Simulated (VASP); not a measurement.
Wanted: the native input for a VASP 6.6.1 run.

```yaml
Task: relaxation of cell and atoms
Functional: PBEsol
Potentials_or_basis: VASP PAW PBE potentials, release 64 (Pt)
Cutoff: 480 eV
k_mesh: 18 × 18 × 18
Occupations: gaussian, width 0.1 eV
Spin: no spin polarisation
Further_INCAR_settings: ALGO = Normal; EDIFF = 1e-07; IBRION = 2; EDIFFG = -0.005; NSW = 90; ISIF = 3
```

The structure of Pt lies in POSCAR:

```
Pt
1.0
    0.0000000000      1.9715751800      1.9715751800
    1.9715751800      0.0000000000      1.9715751800
    1.9715751800      1.9715751800      0.0000000000
Pt
1
Direct
    0.0000000000      0.0000000000      0.0000000000
```

One way to write it, as run:

INCAR

```
SYSTEM = Pt
PREC     = Accurate       ! precision mode
ENCUT    = 480            ! plane-wave cutoff, eV
EDIFF    = 1E-7           ! SCF threshold, eV
ISMEAR   = 0              ! smearing method
SIGMA    = 0.1            ! smearing width, eV
LREAL    = .False.        ! projectors in reciprocal space
LASPH    = .True.         ! aspherical terms in the spheres
NELM     = 80             ! most SCF steps
ALGO     = Normal         ! electronic algorithm
ISIF     = 3              ! what is computed and relaxed
LWAVE    = .False.        ! write WAVECAR
LCHARG   = .False.        ! write CHGCAR
GGA      = PS             ! functional
IBRION   = 2              ! ionic algorithm
NSW      = 90             ! ionic steps
EDIFFG   = -0.005         ! ionic threshold
```

KPOINTS

```
Automatic mesh
0
Gamma
  18 18 18
  0 0 0
```

Potentials or basis: VASP PAW PBE potentials, release 64 (Pt).

Launch:

```sh
$ cat potpaw_PBE.64/Pt/POTCAR > POTCAR
$ mpirun -np 1 vasp_std > vasp.out
```

Results of the run:

```yaml
Relaxed_volume: 15.02 Å³/atom
Relaxed_cell: a = 2.769 Å, b = 2.769 Å, c = 2.769 Å, α = 60.00°, β = 60.00°, γ = 60.00°
Space_group_after_relaxing_to_0.05_Å: Fm-3m (No. 225)
Energy_gained_by_relaxing: 5.6 meV/atom
Ionic_steps: 4
Pressure_after_relaxing: 0.0 GPa
Band_gap_on_the_k_mesh: none (metal or under the smearing width)
```

Caveat: the PAW data sets were made with another functional, which shifts forces and pressure a little.

Run time: 28 s on 1 thread of Intel(R) Xeon(R) Platinum 8488C (Sapphire Rapids), with other jobs on the host, peak memory 0.15 GiB.
